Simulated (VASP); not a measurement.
Wanted: the native input for a VASP 6.6.1 run.

| Quantity | Value |
| --- | --- |
| Task | relaxation of cell and atoms |
| Functional | rev-vdW-DF2 |
| Potentials or basis | VASP PAW PBE potentials, release 64 (Fe, O) |
| Cutoff | 600 eV |
| k mesh | 9 × 9 × 9 |
| Occupations | methfessel-paxton, width 0.1 eV |
| Spin | collinear spin, ferromagnetic start |
| Starting moments | [4.0, 4.0, 4.0, 4.0, 0.0, 0.0, 0.0, 0.0, 0.0, 0.0] μB |
| Hubbard terms | Fe d U = 5.3 eV |
| Further INCAR settings | ALGO = Normal; EDIFF = 1e-06; AMIX = 0.2; BMIX = 0.0001; IBRION = 2; EDIFFG = -0.01; NSW = 90; ISIF = 3 |

The structure of Fe2O3 lies in POSCAR:

```
Fe2O3
1.0
    2.5190000000      1.4543453300      4.5906666700
   -2.5190000000      1.4543453300      4.5906666700
    0.0000000000     -2.9086906600      4.5906666700
Fe O
4 6
Direct
    0.3553000000      0.3553000000      0.3553000000
    0.1447000000      0.1447000000      0.1447000000
    0.6447000000      0.6447000000      0.6447000000
    0.8553000000      0.8553000000      0.8553000000
    0.5559000000      0.9441000000      0.2500000000
    0.2500000000      0.5559000000      0.9441000000
    0.9441000000      0.2500000000      0.5559000000
    0.4441000000      0.0559000000      0.7500000000
    0.7500000000      0.4441000000      0.0559000000
    0.0559000000      0.7500000000      0.4441000000
```

These files were run (other wordings do the same):

INCAR

```
SYSTEM = Fe2O3
PREC = Accurate
ENCUT = 600
EDIFF = 1E-6
ISMEAR = 1
SIGMA = 0.1
LREAL = .FALSE.
LASPH = .TRUE.
NELM = 150
ALGO = Normal
ISIF = 3
LWAVE = .FALSE.
LCHARG = .FALSE.
ISPIN = 2
MAGMOM = 4 4 4 4 0 0 0 0 0 0
LORBIT = 11
LMAXMIX = 4
LDAU = .TRUE.
LDAUTYPE = 2
LDAUL = 2 -1
LDAUU = 5.3 0
LDAUJ = 0 0
LDAUPRINT = 1
GGA = MK
LUSE_VDW = .TRUE.
AGGAC = 0.0
PARAM1 = 0.1234
PARAM2 = 0.711357
ZAB_VDW = -1.8867
IBRION = 2
NSW = 90
EDIFFG = -0.01
AMIX = 0.2
BMIX = 1E-4
AMIX_MAG = 0.8
BMIX_MAG = 1E-4
LUSENCCL = .FALSE.
```

KPOINTS

```
regular mesh
0
G
  9 9 9
  0 0 0
```

Potentials or basis: VASP PAW PBE potentials, release 64 (Fe, O).

Launch:

```console
$ cat potpaw_PBE.64/Fe/POTCAR potpaw_PBE.64/O/POTCAR > POTCAR
$ mpirun -np 1 vasp_std > vasp.out
```

It gave:

```json
{
  "Relaxed volume": "10.24 Å³/atom",
  "Relaxed cell": "a = 5.438 Å, b = 5.438 Å, c = 5.438 Å, α = 55.70°, β = 55.70°, γ = 55.70°",
  "Space group after relaxing (to 0.05 Å)": "R-3c (No. 167)",
  "Energy gained by relaxing": "5.1 meV/atom",
  "Ionic steps": "7",
  "Pressure after relaxing": "0.0 GPa",
  "Band gap on the k mesh": "1.54 eV, indirect (least direct gap 1.71 eV)",
  "Net moment": "20.00 μB per cell",
  "Site moments": "Fe +4.41; O +0.34 μB",
  "Valence electrons inside the program's atomic spheres": "Fe 6.73; O 5.04"
}
```

Caveat: the PAW data sets were made with another functional, which shifts forces and pressure a little; an odd mesh through Γ misses points on the zone boundary, where band edges often lie; only a ferromagnetic start was run, and an antiferromagnetic order may lie lower in energy.

Wall time 75 min on 1 × NVIDIA H100 80GB with 1 thread of AMD EPYC 7R13 Processor (Zen 3), on a shared host, peak memory 1.9 GiB.
